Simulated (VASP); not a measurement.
The system is ZrC.

```
Zr C
1.0
     0.00000    2.36500    2.36500
     2.36500    0.00000    2.36500
     2.36500    2.36500    0.00000
Zr C
1 1
Direct
  0.50000 0.50000 0.50000
  0.00000 0.00000 0.00000
```

* Program: VASP 6.6.1
* Task: single point
* Functional: PBE
* Potentials or basis: VASP PAW PBE potentials, release 64 (Zr_sv, C)
* Cutoff: 520 eV
* k mesh: 10 × 10 × 10
* Occupations: fermi-dirac, width 0.05 eV
* Spin: no spin polarisation

On this cell: pressure -2.7 GPa; largest force zero by symmetry; band gap on the k mesh none (metal or under the smearing width).

The same run follows on a disturbed copy (atoms moved at random, drawn with an rms of 0.05 Å):

```
Zr C
1.0
     0.00000    2.36500    2.36500
     2.36500    0.00000    2.36500
     2.36500    2.36500    0.00000
Zr C
1 1
Direct
  0.49014 0.49591 0.50642
  0.98906 0.99528 0.02158
```

Q: What changes?

A: The energy (extrapolated to zero smearing) moves by +3.9 meV/atom; pressure -2.5 GPa; largest force 0.309 eV/Å; band gap on the k mesh none (metal or under the smearing width).

Forces in eV/Å, atoms in the order of the input:
```
Zr   0.221  0.214 -0.027
C   -0.221 -0.214  0.027
```

Stress tensor (GPa, compression positive):
```
-2.41 -0.14  0.02
-0.14 -2.43  0.02
 0.02  0.02 -2.67
```
